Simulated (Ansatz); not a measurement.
Runs of Ansatz 0.2.0 on NaCl. It takes space group F-43m (No. 216, cubic). The conventional cell has a = 6.251 Å, b = 6.251 Å, c = 6.251 Å, α = 90.00°, β = 90.00°, γ = 90.00°. Na (site symmetry -43m) has 4 Cl at 2.71 Å as nearest neighbours. Cl (site symmetry -43m) has 4 Na at 2.71 Å as nearest neighbours. The cell was built by a generator and needn't be a form met in nature.

```csv
task,level,cell,gap on the mesh (eV),pressure (GPa),relaxed volume (Å³/atom)
relaxation of the atoms,PBE,atoms relaxed from: strained by +1 %,4.84,0.0,-
relaxation of the atoms,PBE,atoms relaxed,4.85,0.0,-
relaxation of cell and atoms,LDA,relaxed,(a),0.0,27.37
relaxation of the atoms,PBE,atoms relaxed from: strained by -1 %,4.84,0.0,-
relaxation of cell and atoms,PBE,relaxed,4.85,0.0,30.54
```

Alike in all rows: potentials or basis Ansatz PAW; no spin polarisation; k mesh 7 × 7 × 7; cutoff (eV) 420; smearing fermi-dirac 0.05 eV.

Question: Estimate the missing entries.

Answer: (a) 4.71.

Caveats: odd divisions of the mesh miss points on the zone boundary, where band edges often lie, so the gap on the mesh can be too wide; the thresholds are loose for stress (some runs); the plane-wave basis is chosen anew once the cell has moved, so the energies of steps on either side of that aren't comparable (some runs); the relaxation stopped at its first step, so nothing moved (some runs); the PAW data sets come from PBE, with cores solved anew for the run's functional, which leaves a small shift of forces and pressure (some runs).

A k mesh can miss the band edges.
